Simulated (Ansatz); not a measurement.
# CaO (Lime): optical response by level

Aim: the dielectric function of CaO (Lime) in the independent-particle picture, and how it depends on the functional and on the gap. Plan: HSE06 for the gap; optics with PBE on 8×8×8; optics with r2SCAN on 8×8×8; optics with PBE and scissors to the HSE06 gap on 8×8×8.

Method: plane waves, PAW; no local fields, no excitons, in Ansatz 0.2.0.

### Step 1. The starting structure

It takes space group Fm-3m (No. 225, cubic). Conventional cell: a = 4.795 Å, b = 4.795 Å, c = 4.795 Å, α = 90.00°, β = 90.00°, γ = 90.00°. Ca (site symmetry m-3m) is surrounded by 6 O at 2.40 Å. O (site symmetry m-3m) has 6 Ca at 2.40 Å as nearest neighbours.

As a file:

```cif
data_structure
_symmetry_space_group_name_H-M 'Fm-3m'
_symmetry_Int_Tables_number 225
_cell_length_a 4.7951
_cell_length_b 4.7951
_cell_length_c 4.7951
_cell_angle_alpha 90.000
_cell_angle_beta 90.000
_cell_angle_gamma 90.000
_cell_volume 110.25
loop_
_atom_site_label
_atom_site_type_symbol
_atom_site_symmetry_multiplicity
_atom_site_Wyckoff_symbol
_atom_site_fract_x
_atom_site_fract_y
_atom_site_fract_z
_atom_site_occupancy
Ca1 Ca 4 a 0.00000 0.00000 0.00000 1
O1 O 4 b 0.50000 0.00000 0.00000 1
```

Cell and atoms come from an earlier r2SCAN relaxation.

### Step 2. HSE06 levels at special points

input.yaml reads:

```yaml
crystal:
  lattice:
    - [0.0, 2.3975473901, 2.3975473901]
    - [2.3975473901, 0.0, 2.3975473901]
    - [2.3975473901, 2.3975473901, 0.0]
  atoms:
    - { symbol: Ca, position: [0.0, 0.0, 0.0] }
    - { symbol: O, position: [0.5, 0.5, 0.5] }
kpoints:
  mp_grid: { grid: [6, 6, 6] }
  band_path:
    path:
      - [0.0, 0.0, 0.0]
      - [0.5, 0.0, 0.5]
      - [0.625, 0.25, 0.625]
      - [0.375, 0.375, 0.75]
      - [0.5, 0.5, 0.5]
      - [0.5, 0.25, 0.75]
      - [0.0, 0.5, 0.5]
    npoints: 1
hamiltonian:
  xc: hse06
scf:
  occupations: { method: fixed }
  n_extra_bands: 4
output:
  forces: true
  stress: true
  eigenvalues: true
```

On the command line:

```console
ansatz run input.yaml --threads 4 --pin off --max-ram 3686MiB --backend cpu --events-out ev --progress --plain --runs-dir out
```

After this run come: Optics, PBE; Optics, r2SCAN; Optics, PBE with a scissors shift.

**Question.** What will the summary of the whole plan be? Wanted: ε∞, PBE; ε∞, r2SCAN; tallest peak of ε₂, PBE; tallest peak of ε₂, r2SCAN; HSE06 direct gap.

**Answer**, as computed:

```
                                  quantity            value
                                   ε∞, PBE             3.92
                                ε∞, r2SCAN             3.56
                ε∞, PBE + 1.71 eV scissors             3.46
                   tallest peak of ε₂, PBE   7.5 at 9.60 eV
                tallest peak of ε₂, r2SCAN  7.2 at 10.30 eV
tallest peak of ε₂, PBE + 1.71 eV scissors  7.5 at 11.30 eV
                          HSE06 direct gap          5.73 eV
```

What this shows: From PBE to PBE + 1.71 eV scissors the direct gap grows from 4.02 to 5.73 eV, and ε∞ goes from 3.92 to 3.46: a wider gap screens less. Local fields and excitons are left out: both change ε∞, and without excitons the onset lacks its lines.
